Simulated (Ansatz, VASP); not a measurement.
# One calculation of CdSe, two programs

```
Cd Se
1.0
     0.00000    3.09807    3.09807
     3.09807    0.00000    3.09807
     3.09807    3.09807    0.00000
Cd Se
1 1
Direct
  0.00000 0.00000 0.00000
  0.25000 0.25000 0.25000
```

The cell was built by a generator and needn't be a form met in nature.

Alike in both runs: functional PBE; k mesh 10 × 10 × 10; occupations gaussian, width 0.02 eV; no spin polarisation.

Ansatz relaxed the structure, and its values are those at the end. VASP's run is a single point on that final structure, the one shown.

```csv
,VASP,Ansatz
version,VASP 6.6.1,Ansatz 0.2.0
potentials or method,"VASP PAW PBE potentials, release 64 (Cd, Se)","scalar-relativistic, plane waves, PAW"
plane-wave cutoff (eV),520,600
valence electrons in the cell,18,36
```

|  | VASP | Ansatz | Ansatz less VASP |
| --- | --- | --- | --- |
| gap on the k mesh at the Fermi level (eV) | 0.49 | 0.49 | +0.001 |
| least direct gap on the mesh (eV) | 0.49 | 0.49 | +0.001 |
| pressure (GPa) | 0.2 | 0.0 | -0.25 |

The two sets of potentials don't hold the same shells in valence.
